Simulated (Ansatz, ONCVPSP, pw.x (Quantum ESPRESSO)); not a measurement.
# pw.x on bcc Pt: one setting changed

Potential: optimised norm-conserving Vanderbilt (ONCV), ONCVPSP 4.0.1.1 (patched build), PBE; core [Kr] 4d10 4f14, reference 5s2 5p6 5d9 6s1; waves: 5s+6s: rc 1.60 bohr, ncon 4, nbas 7, qcut 6.6 1/bohr, 2 projectors; 5p: rc 1.80 bohr, ncon 3, nbas 7, qcut 8 1/bohr, 2 projectors, debl 3.9 Ha; 5d: rc 2.15 bohr, ncon 4, nbas 8, qcut 7.1 1/bohr, 2 projectors, debl 3.7 Ha; local part: polynomial inside 1.15 bohr (lpopt 5, dvloc0 0 Ha); core correction: Teter function, fcfact 2.25, rcfact 1.05.

The reference run (k-mesh 15³, cutoffs 60/240 Ry, Fermi–Dirac 0.01 Ry, mixing_beta 0.4, conv_thr 1e-9, no spin) gives -2.43 GPa at 15.859 Å³/atom, where all-electron LAPW gives -0.19 GPa. This run, with its own iteration cap, changes mixing_mode to TF.

```
&control
  calculation='scf', prefix='x', pseudo_dir='./', outdir='./tmp', tstress=.true., disk_io='none'
/
&system
  ibrav=0, nat=1, ntyp=1, ecutwfc=60, ecutrho=240, nbnd=17,
  occupations='smearing', smearing='fd', degauss=0.01
/
&electrons
  conv_thr=1e-09, mixing_beta=0.4, electron_maxstep=60, mixing_mode='TF'
/
ATOMIC_SPECIES
Pt 1.0 Pt.UPF
CELL_PARAMETERS angstrom
  -1.58272430 1.58272430 1.58272430
  1.58272430 -1.58272430 1.58272430
  1.58272430 1.58272430 -1.58272430
ATOMIC_POSITIONS crystal
Pt 0.0000 0.0000 0.0000
K_POINTS automatic
15 15 15 0 0 0
```

```bash
pw.x < Pt.scf.in > Pt.scf.out
```

Problem. How does the run end?

Solution. It converges in 8 iterations; the free energy moves by +0.0 meV/atom and the pressure by +0.00 GPa. The result is that of the reference run.

```
Message from routine setup:
     using ibrav=0 with symmetry is DISCOURAGED, use correct ibrav instead
     lattice parameter (alat)  =       5.1804  a.u.
     unit-cell volume          =     107.0218 (a.u.)^3
     number of electrons       =        18.00
     number of Kohn-Sham states=           17
     kinetic-energy cutoff     =      60.0000  Ry
     charge density cutoff     =     240.0000  Ry
     scf convergence threshold =      1.0E-09
     Exchange-correlation= PBE
     number of k points=   120  Fermi-Dirac smearing, width (Ry)=  0.0100
     iteration #  1     ecut=    60.00 Ry     beta= 0.40
     total energy              =    -245.07511575 Ry
     estimated scf accuracy    <       0.07729598 Ry
     iteration #  2     ecut=    60.00 Ry     beta= 0.40
     total energy              =    -245.06716409 Ry
     estimated scf accuracy    <       0.02394917 Ry
     iteration #  3     ecut=    60.00 Ry     beta= 0.40
     total energy              =    -245.07118255 Ry
     estimated scf accuracy    <       0.00058146 Ry
     [... 2 iterations left out ...]
     iteration #  6     ecut=    60.00 Ry     beta= 0.40
     total energy              =    -245.07124342 Ry
     estimated scf accuracy    <       0.00000043 Ry
     iteration #  7     ecut=    60.00 Ry     beta= 0.40
     total energy              =    -245.07124356 Ry
     estimated scf accuracy    <       0.00000009 Ry
     iteration #  8     ecut=    60.00 Ry     beta= 0.40
     the Fermi energy is    21.7481 ev
!    total energy              =    -245.07124358 Ry
     estimated scf accuracy    <          4.3E-10 Ry
     smearing contrib. (-TS)   =      -0.00441941 Ry
     The total energy is F=E-TS. E is the sum of the following terms:
     one-electron contribution =     -61.10301708 Ry
     hartree contribution      =      40.61416962 Ry
     xc contribution           =     -27.46246903 Ry
     ewald contribution        =    -197.11550769 Ry
     convergence has been achieved in   8 iterations
          total   stress  (Ry/bohr**3)                   (kbar)     P=      -24.26
     Message from routine punch:
     Nothing written, as per user request (disk_io='none')
```

The run took about 29 s on one core of a shared host (Neoverse-N1, 64 threads, 124 GiB, load 53).
